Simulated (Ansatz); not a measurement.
## A short bond in SnSe

```yaml
crystal:
  lattice:
    - [0.00000, 3.01043, 3.01043]
    - [3.01043, 0.00000, 3.01043]
    - [3.01043, 3.01043, 0.00000]
  atoms:
    - { symbol: Sn, position: [0.00000, 0.00000, 0.00000] }
    - { symbol: Se, position: [0.50000, 0.50000, 0.50000] }
```

The cell is Materials Project entry mp-2693, used as a structure alone.

Its shortest bond, of 3.010 Å between atom 1 (Sn) and the nearest image of atom 2 (Se), is scaled by moving both atoms along it, with the cell held. The force apart is half the difference of the two atoms' forces along the bond; it holds the pull and push of their other neighbours too.

All numbers are PBE results (scalar-relativistic) from Ansatz 0.2.0, with a Γ-centred 9×9×9 k mesh, Fermi–Dirac smearing of 0.05 eV, no spin polarisation. Methods: LAPW: all electrons, basis error target 1 meV/atom; PAW: frozen-core files, cutoff 420 eV; norm-conserving: pseudopotentials, cutoff 1170 eV; PAW (partial waves polarizable): frozen-core files, cutoff 420 eV.

Energies are extrapolated to zero smearing and count from the unscaled cell; pressure is positive in compression; gaps take the mesh and a band path. No temperature or zero-point motion is included.

Spin–orbit coupling is left out, which matters for the heavy atoms.

```csv
bond (Å),force apart (eV/Å),P LAPW (GPa),ΔE LAPW (eV/atom),P PAW − LAPW (GPa),ΔE PAW − LAPW (meV/atom),force PAW − LAPW (eV/Å)
3.010,0.00,1.00,0.000,0.00,0.0,0.000
2.469,2.02,6.43,?,0.00,0.0,0.002
2.288,4.76,12.53,0.437,0.01,0.3,0.005
2.107,10.03,23.4,1.079,0.02,1.0,0.012
1.927,20.27,42.1,2.396,-0.07,1.0,-0.042
```

Fill in "ΔE LAPW (eV/atom)" for the row "2.469".

0.144.

At the last bond length, how far do norm-conserving and PAW (partial waves polarizable) lie from LAPW in pressure and in the largest force component?

norm-conserving: +0.10 GPa, 0.070 eV/Å; PAW (partial waves polarizable): -0.10 GPa, 0.054 eV/Å, on a LAPW pressure of 42.1 GPa.

How do the Löwdin populations by LAPW change from the unscaled cell to the last row, on the two atoms of the bond?

Sn1 5s 1.88 → 1.68, Sn1 5p 1.80 → 2.13, Se2 4s 1.82 → 1.68 electrons an atom. These are projections on the shells that the free atoms fill; 0.05 e a cell lies outside them at the start and 0.11 e at the end.
